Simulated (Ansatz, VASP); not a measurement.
Rh in VASP and in Ansatz

```
Rh
1.0
     0.00000    1.90870    1.90870
     1.90870    0.00000    1.90870
     1.90870    1.90870    0.00000
Rh
1
Direct
  0.00000 0.00000 0.00000
```

Alike in both runs: task single point; functional PBEsol; k mesh 18 × 18 × 18; occupations gaussian, width 0.1 eV; no spin polarisation.

|  | VASP | Ansatz |
| --- | --- | --- |
| version | VASP 6.6.1 | Ansatz 0.2.0 |
| potentials or method | VASP PAW PBE potentials, release 64 (Rh_pv) | scalar-relativistic, plane waves, PAW |
| plane-wave cutoff (eV) | 520 | 420 |
| valence electrons in the cell | 15 | 17 |

Ansatz gave:

| Item | Value |
| --- | --- |
| gap on the k mesh at the Fermi level (eV) | none |
| pressure (GPa) | -8.1 |

**Question.** Which values does VASP return?

**Answer.** gap on the k mesh at the Fermi level (eV): none; pressure (GPa): -8.2.

A gap of «none» marks a metal or a gap that the smearing closes. The functional is the same, so the differences come from potentials, cutoffs and numerics. The two sets of potentials don't hold the same shells in valence.

Caveats: the PAW data sets were made with another functional, which shifts forces and pressure a little (VASP).
